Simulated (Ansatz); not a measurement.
**CuO under changes of volume**

One of the cells (9.699 Å³/atom); the others are scaled copies at fixed shape and fractional positions:

```
CELL_PARAMETERS angstrom
3.17953 0.00000 0.00000
-1.58977 2.75356 0.00000
0.00000 0.00000 4.43149
ATOMIC_POSITIONS crystal
Cu 0.00000 0.00000 0.00000
Cu 0.00000 0.00000 0.50000
O 0.33333 0.66667 0.25000
O 0.66667 0.33333 0.75000
```

Measurements of this composition are mostly on another form, of space group No. 15.

| Quantity | Value |
| --- | --- |
| Program | Ansatz 0.2.0 |
| Functional | PBE |
| Potentials or basis | PseudoDojo standard (PBE files) |
| Cutoff | 1252 eV |
| Density cutoff | 5007 eV |
| k mesh | 10 × 10 × 6 |
| Occupations | fermi-dirac, width 0.05 eV |
| Spin | no spin polarisation |

| volume (Å³/atom) | energy over the lowest point (meV/atom) | pressure (GPa) |
| --- | --- | --- |
| 9.117 | 51.31 | 19.9 |
| 9.311 | ? | ? |
| 9.505 | 15.55 | 10.2 |
| 9.699 | 5.84 | 6.1 |
| 9.893 | 0.82 | 2.4 |
| 10.087 | 0.00 | -0.9 |
| 10.281 | 2.94 | -3.8 |

Question: What does the run at 9.311 Å³/atom give?

Answer: Energy over the lowest point 30.50 meV/atom; pressure 14.7 GPa.

Worked out: A Birch-Murnaghan fit of order 3 (a polynomial in V^(-2/3)) to the other rows has its minimum at 10.03 Å³/atom with B0 = V·E''(V) = 166 GPa and B' = 4.7 at fixed shape and positions, which overstates the stiffness. It gives 30.50 meV/atom at 9.311 Å³/atom, against the run's 30.50, and -dE/dV = 14.7 GPa, against 14.7.

Energies are extrapolated to zero smearing.

Caveats: the run has no spin polarisation, though such a crystal can be magnetic.
